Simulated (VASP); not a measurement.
## TiSi: equation of state with LDA

Crystal: TiSi.

```xyz
2
Lattice="1.8014 -2.0081 0.0000 1.8014 2.0081 0.0000 0.0000 0.0000 3.7958" Properties=species:S:1:pos:R:3 pbc="T T T"
Ti    1.8014    0.0000    0.0000
Si    0.0000    0.0000    1.8979
```

The cell comes from a database or a generator and needn't be the stable form of this composition.

```
Program             : VASP 6.6.1
Task                : equation of state
Functional          : LDA
Potentials or basis : VASP PAW LDA potentials, release 64 (Ti_sv, Si)
Cutoff              : 520 eV
k mesh              : 8 × 8 × 6
Occupations         : fermi-dirac, width 0.05 eV
Spin                : no spin polarisation
```

```yaml
Equilibrium_volume: 13.74 Å³/atom
Bulk_modulus_at_fixed_shape_and_positions: 154 GPa
Pressure_derivative_of_the_bulk_modulus: "3.5 (rough: it moves with the points fitted)"
```

Energy against volume, from the lowest point:
```csv
volume (Å³/atom),energy (meV/atom)
13.181,11.45
13.456,2.83
13.731,0.00
14.005,2.47
14.280,9.76
```

All runs of the series together: 78 s on 1 thread of Intel(R) Xeon(R) Platinum 8259CL CPU @ 2.50GHz (Skylake/Cascade Lake) (shared host).

Caveat: the cell was scaled at fixed shape and fractional positions, which overstates the stiffness of a crystal with free parameters, most of all of layers and chains.
